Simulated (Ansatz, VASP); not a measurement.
One calculation of GaN, two programs

```
Ga N
1.0
     0.00000    2.27424    2.27424
     2.27424    0.00000    2.27424
     2.27424    2.27424    0.00000
Ga N
1 1
Cartesian
  0.0000 0.0000 0.0000
  3.4114 3.4114 3.4114
```

Alike in both runs: task relaxation of cell and atoms; functional PBE; k mesh 10 × 10 × 10; no spin polarisation.

```csv
,VASP,Ansatz
version,VASP 6.6.1,Ansatz 0.2.0
potentials or method,"VASP PAW PBE potentials, release 64 (Ga_d, N)","scalar-relativistic, plane waves, PAW"
plane-wave cutoff (eV),600,420
occupations,"gaussian, width 0.01 eV",fixed
valence electrons in the cell,18,18
```

```tsv
	VASP	Ansatz	Ansatz less VASP
gap on the k mesh at the Fermi level, each at its own relaxed structure (eV)	1.55	1.54	-0.009
relaxed volume (Å³/atom)	11.76	11.76	+0.004
relaxed cell length with the largest relative difference (Å)	3.216	3.216	+0.0004
```
